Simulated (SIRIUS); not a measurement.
Fe under changes of volume

One of the cells (12.019 Å³/atom); the others are scaled copies at fixed shape and fractional positions:

```xyz
1
Lattice="-1.4430 1.4430 1.4430 1.4430 -1.4430 1.4430 1.4430 1.4430 -1.4430" Properties=species:S:1:pos:R:3 pbc="T T T"
Fe    0.0000    0.0000    0.0000
```

```yaml
Program: SIRIUS 7.12.0
Functional: RPBE
Potentials_or_basis: all-electron FP-LAPW
Cutoff: 205 eV
Basis: apw+lo standard
k_mesh: 13 × 13 × 13
Occupations: fermi-dirac, width 0.05 eV
Spin: collinear spin, ferromagnetic start
Starting_moments: "[3.0] μB"
```

| volume (Å³/atom) | energy over the lowest point (meV/atom) | moment (μB per cell) |
| --- | --- | --- |
| 11.298 | ? | ? |
| 11.538 | 0.00 | 2.17 |
| 11.778 | 0.64 | 2.23 |
| 12.019 | 5.25 | 2.30 |
| 12.259 | 13.16 | 2.37 |
| 12.499 | 23.44 | 2.48 |
| 12.740 | 34.06 | 2.57 |

Problem. What does the run at 11.298 Å³/atom give?

Solution. Energy over the lowest point 4.90 meV/atom; moment 2.13 μB per cell.

Worked out: A Birch-Murnaghan fit of order 3 (a polynomial in V^(-2/3)) to the other rows has its minimum at 11.64 Å³/atom with B0 = V·E''(V) = 173 GPa (rough, since the energies scatter). It gives 5.73 meV/atom at 11.298 Å³/atom, against the run's 4.90. A parabola through the other rows of the moment, of slope 0.174 μB per Å³/atom there, extrapolates to 2.12 μB, against the run's 2.13.

Energies are extrapolated to zero smearing.
